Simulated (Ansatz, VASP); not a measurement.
**One calculation of Cu, two programs**

INCAR

```
PREC = Accurate ; ENCUT = 520
EDIFF = 1E-6 ; ISMEAR = 0
SIGMA = 0.1 ; LREAL = False
LASPH = True ; NELM = 100
ALGO = Fast ; ISIF = 2
LWAVE = False ; LCHARG = False
GGA = PE ; NBANDS = 30
```

The input KPOINTS:

```
regular mesh
0
Gamma
  18 18 6
```

File POSCAR:

```
Cu
1.0
    2.4660017753      0.0000000000      0.0000000000
   -1.2330008877      2.1356201831      0.0000000000
    0.0000000000      0.0000000000      7.8025407797
Cu
4
Direct
    0.0000000000      0.0000000000      0.0000000000
    0.3333333300      0.6666666700      0.2500000000
    0.0000000000      0.0000000000      0.5000000000
    0.6666666700      0.3333333300      0.7500000000
```

Input for Ansatz:

```yaml
crystal:
  lattice:
    - [2.4660017753, 0.0, 0.0]
    - [-1.2330008877, 2.1356201831, 0.0]
    - [0.0, 0.0, 7.8025407797]
  atoms:
    - { symbol: Cu, position: [0.0, 0.0, 0.0] }
    - { symbol: Cu, position: [0.33333333, 0.66666667, 0.25] }
    - { symbol: Cu, position: [0.0, 0.0, 0.5] }
    - { symbol: Cu, position: [0.66666667, 0.33333333, 0.75] }
basis:
  ecutwfc: 420
kpoints:
  mp_grid: { grid: [18, 18, 6] }
hamiltonian:
  xc: pbe
scf:
  occupations: { method: gaussian, width: 0.1 }
output:
  forces: true
  stress: true
  eigenvalues: true
  write_density: true
  write_potential: true
  elf: true
  volumetric_format: npy
```

Alike in both runs: task single point; functional PBE; k mesh 18 × 18 × 6; occupations gaussian, width 0.1 eV; no spin polarisation.

|  | VASP | Ansatz |
| --- | --- | --- |
| version | VASP 6.6.1 | Ansatz 0.2.0 |
| potentials or method | VASP PAW PBE potentials, release 64 (Cu) | scalar-relativistic, plane waves, PAW |
| plane-wave cutoff (eV) | 520 | 420 |
| valence electrons in the cell | 44 | 76 |

VASP gave:

* gap on the k mesh at the Fermi level (eV): none
* pressure (GPa): 32.1
* largest component of the traceless stress (GPa): 6.07

Q: Estimate Ansatz's values.

A: gap on the k mesh at the Fermi level (eV): none; pressure (GPa): 31.6; largest component of the traceless stress (GPa): 6.08.

A gap of «none» marks a metal or a gap that the smearing closes. The functional is the same, so the differences come from potentials, cutoffs and numerics. The two sets of potentials don't hold the same shells in valence.

Caveats: so large a pressure means that the cell lies far from this level's equilibrium, or that cutoff or potentials fall short (VASP).
